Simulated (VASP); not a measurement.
The system is Te.

```
Te
1.0
     2.30590    1.33131    1.69095
    -2.30590    1.33131    1.69095
     0.00000   -2.66263    1.69095
Te
1
Direct
  0.50000 0.50000 0.50000
```

This isn't the form of Te at room conditions, which is trigonal, of chains.

Base run:

| Quantity | Value |
| --- | --- |
| Program | VASP 6.6.1 |
| Functional | PBEsol |
| Potentials or basis | VASP PAW PBE potentials, release 64 (Te) |
| Cutoff | 520 eV |
| k mesh | 9 × 9 × 9 |
| Occupations | gaussian, width 0.1 eV |
| Spin | no spin polarisation |

Its results: band gap on the k mesh none (metal or under the smearing width); pressure 0.0 GPa.

Question: The run is repeated on the same cell with these changes: functional from PBEsol to PBE; occupations from gaussian, width 0.1 eV to gaussian, width 0.013 eV. What comes out?

Answer: Band gap on the k mesh none (metal or under the smearing width); pressure 2.6 GPa.

Caveats: the PAW data sets were made with another functional, which shifts forces and pressure a little (some runs).
